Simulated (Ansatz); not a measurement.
## TlBr: zone-centre modes under pressure

TlBr, Pm-3m, a = 3.840 Å. Ansatz: LDA, PAW, 420 eV, Γ-centred 8×8×8 mesh on 2 atoms, fixed occupations; no spin polarisation. Cell and atoms are relaxed at each pressure with the symmetry kept; optical modes at Γ by linear response, in cm⁻¹, the highest, without the LO field.

```tsv
P (GPa)	V (Å³/atom)	ω1
0	28.305	47.0
7	24.503	?
18	21.553	119.0
35	19.044	154.0
```

Get the mode's Grüneisen parameter γ = −d ln ω/d ln V from the other rows and predict the missing frequency.

ln(V/V0) = 0.0000, -0.1442, -0.2725, -0.3963; a line through ln(ω/ω0) of the 3 known rows gives ω1: γ = 3.063 (intercept 0.0225), predicted 74.8, computed 85.3. The miss is 12.4 %: γ isn't constant over this range.

The mesh isn't the same in all rows (8×8×8, 12×12×12). Spin–orbit coupling is left out, which can shift energies with elements as heavy as these. The runs at 18, 35 GPa used fermi-dirac smearing in place of the occupations named above. The crystal has no gap at 18, 35 GPa, which changes the screening of its modes.

Cost: 4 runs of about 3.5 core-minutes in all, on Arm Neoverse N1 (shared hosts).